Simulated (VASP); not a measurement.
Input of a VASP 6.6.1 run:

Contents of INCAR:

```
SYSTEM = TaC
  PREC = Accurate
  ENCUT = 600
  EDIFF = 1E-7
  ISMEAR = 0
  SIGMA = 0.1
  LREAL = .FALSE.
  LASPH = .TRUE.
  NELM = 100
  ALGO = Normal
  ISIF = 3
  LWAVE = .FALSE.
  LCHARG = .FALSE.
  METAGGA = R2SCAN
  LMIXTAU = .TRUE.
  IBRION = 2
  NSW = 90
  EDIFFG = -0.005
```

KPOINTS

```
regular mesh
0
G
  16 16 16
  0 0 0
```

Contents of POSCAR:

```
TaC
1.0
    0.0000000000      2.2338976900      2.2338976900
    2.2338976900      0.0000000000      2.2338976900
    2.2338976900      2.2338976900      0.0000000000
Ta C
1 1
Direct
    0.0000000000      0.0000000000      0.0000000000
    0.5000000000      0.5000000000      0.5000000000
```

Potentials or basis: VASP PAW PBE potentials, release 64 (Ta_pv, C).

Run with:

```bash
$ cat potpaw_PBE.64/Ta_pv/POTCAR potpaw_PBE.64/C/POTCAR > POTCAR
$ mpirun -np 1 vasp_std > vasp.out
```

Question: Predict the relaxed cell.

Answer: a = 3.159 Å, b = 3.159 Å, c = 3.159 Å, α = 60.00°, β = 60.00°, γ = 60.00°.

Question: What does it give for the band gap on the k mesh?

Answer: None (metal or under the smearing width).

Question: Predict the relaxed volume.

Answer: 11.14 Å³/atom.

Question: Predict the space group after relaxing (to 0.05 Å).

Answer: Fm-3m (No. 225).

Final structure:
```yaml
crystal:
  lattice:
    - [0.00000, 2.23344, 2.23344]
    - [2.23344, 0.00000, 2.23344]
    - [2.23344, 2.23344, 0.00000]
  atoms:
    - { symbol: Ta, position: [0.00000, 0.00000, 0.00000] }
    - { symbol: C, position: [0.50000, 0.50000, 0.50000] }
```

Caveat: the PAW data sets were made with another functional, which shifts forces and pressure a little. The run has no spin-orbit coupling, so splittings on Ta are missing.
